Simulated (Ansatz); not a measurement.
BN:

```
N B
1.0
     2.49824    0.00000    0.00000
    -1.24912    2.16354    0.00000
     0.00000    0.00000    6.63570
N B
2 2
Cartesian
  1.2491 0.7212 1.6589
  0.0000 1.4424 4.9768
  1.2491 0.7212 4.9768
  0.0000 1.4424 1.6589
```

Program: Ansatz 0.2.0. Alike in all runs: potentials or basis Ansatz PAW; no spin polarisation; cell as given; k mesh 12 × 12 × 4.

**Question.** Order these runs on this cell by their pressure, lowest first.
A. level revPBE; cutoff (eV) 420; smearing fermi-dirac 0.05 eV; points for each segment of the path 14
B. level PBE; cutoff (eV) 420; smearing gaussian 0.016 eV
C. level r2SCAN; cutoff (eV) 500; smearing fermi-dirac 0.05 eV; points for each segment of the path 14

**Answer.** C (1.1 GPa), B (5.1 GPa), A (8.1 GPa).

Caveats: this functional lacks dispersion, which binds the layers, so the pressure and a relaxed spacing across them are unreliable (some runs); the PAW data sets come from PBE, with cores solved anew for the run's functional, which leaves a small shift of forces and pressure (some runs).
